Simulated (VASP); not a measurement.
ZnSnP2: relaxation of cell and atoms with PBEsol

The system is ZnSnP2.

```
Zn Sn P
1.0
    -2.82375    2.82375    5.66217
     2.82375   -2.82375    5.66217
     2.82375    2.82375   -5.66217
Zn Sn P
2 2 4
Direct
  0.75000 0.25000 0.50000
  0.00000 0.00000 0.00000
  0.25000 0.75000 0.50000
  0.50000 0.50000 0.00000
  0.37500 0.35362 0.47862
  0.64638 0.12500 0.02138
  0.10362 0.62500 0.97862
  0.87500 0.89638 0.52138
```

The cell comes from a database or a generator and needn't be the stable form of this composition.

| Item | Value |
| --- | --- |
| Program | VASP 6.6.1 |
| Task | relaxation of cell and atoms |
| Functional | PBEsol |
| Potentials or basis | VASP PAW PBE potentials, release 64 (Zn, Sn_d, P) |
| Cutoff | 600 eV |
| k mesh | 8 × 8 × 8 |
| Occupations | gaussian, width 0.03 eV |
| Spin | no spin polarisation |
| Further INCAR settings | ALGO = Normal; EDIFF = 1e-06; IBRION = 2; EDIFFG = -0.01; NSW = 90; ISIF = 3 |

```yaml
Relaxed_volume: 22.30 Å³/atom
Relaxed_cell: a = 6.899 Å, b = 6.899 Å, c = 6.899 Å, α = 131.88°, β = 131.88°, γ = 70.42°
Space_group_after_relaxing_to_0.05_Å: I-42d (No. 122)
Energy_gained_by_relaxing: 1.1 meV/atom
Ionic_steps: 5
Pressure_after_relaxing: 0.0 GPa
Band_gap_on_the_k_mesh: 0.81 eV, direct
```

The path:
```csv
step,energy change (eV),largest force (eV/Å),pressure (GPa),volume (Å³)
1,0.0000,0.1228,-0.73,180.59
2,-0.0065,0.0975,0.29,177.92
3,-0.0067,0.1010,0.15,178.27
4,-0.0084,0.0403,0.05,178.36
5,-0.0087,0.0009,0.00,178.41
```

Final structure:
```xyz
8
Lattice="-2.8130 2.8130 5.6369 2.8130 -2.8130 5.6369 2.8130 2.8130 -5.6369" Properties=species:S:1:pos:R:3 pbc="T T T"
Zn    0.0000    2.8130    2.8185
Zn    0.0000    0.0000    0.0000
Sn    2.8130    0.0000    2.8185
Sn    0.0000    0.0000    5.6369
P     1.2716    1.4065    1.4092
P    -1.4065    1.5413    4.2277
P     4.2194    1.2716   -1.4092
P     1.5413    1.4065    7.0462
```

Levels at points of the mesh, in eV from the valence-band top:
```tsv
k point	band 32	band 33	band 34	band 35	band 36	band 37	band 38	band 39	band 40	band 41
(0.00, 0.00, 0.00)	-2.60	-2.60	0.00	0.00	0.00	0.81	1.24	1.49	3.29	3.29
(0.50, 0.00, 0.00)	-2.51	-2.30	-1.97	-1.52	-1.02	2.48	2.58	2.69	3.60	3.69
(0.50, 0.50, 0.00)	-1.58	-1.12	-1.12	-0.84	-0.84	1.05	1.05	2.79	2.79	4.17
(0.50, 0.50, 0.50)	-2.69	-1.75	-1.75	-1.44	-1.44	1.25	1.25	1.27	1.27	2.15
```

Run time: 16 min on 2 MPI ranks on Intel(R) Xeon(R) Platinum 8488C (Sapphire Rapids), with other jobs on the host, peak memory 0.75 GiB a rank.

Caveat: the PAW data sets were made with another functional, which shifts forces and pressure a little; spin-orbit coupling is left out, which moves the levels of the heavy elements. A hybrid or GW would open this gap; PBEsol tends to underestimate it.
